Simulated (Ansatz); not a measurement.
Ge in Ansatz: the effect of strain

Crystal: Ge.

```
CELL_PARAMETERS angstrom
5.29299 0.00000 0.00000
0.00000 5.29299 0.00000
0.00000 0.00000 2.65536
ATOMIC_POSITIONS crystal
Ge 0.00000 0.00000 0.00000
Ge 0.00000 0.50000 0.00000
Ge 0.50000 0.00000 0.00000
```

The cell isn't the ideal one: strained by +1 %.

Alike in all runs:

* Program: Ansatz 0.2.0
* Task: relaxation of the atoms
* Functional: PBE
* Potentials or basis: Ansatz PAW
* Cutoff: 420 eV (not typed: the program's choice for these potentials)
* k mesh: 5 × 5 × 10
* Occupations: fermi-dirac, width 0.05 eV
* Spin: no spin polarisation

Each run relaxes the cell or the atoms first.

| strain | pressure (GPa) |
| --- | --- |
| 0.01 | -1.0 |
| 0.02 | -1.7 |
| 0.04 | ? |

Q: What does the run with strain 0.04 give?

A: Pressure -2.9 GPa.

Caveats: the relaxation stopped at its first step, so nothing moved; the thresholds are loose for stress.
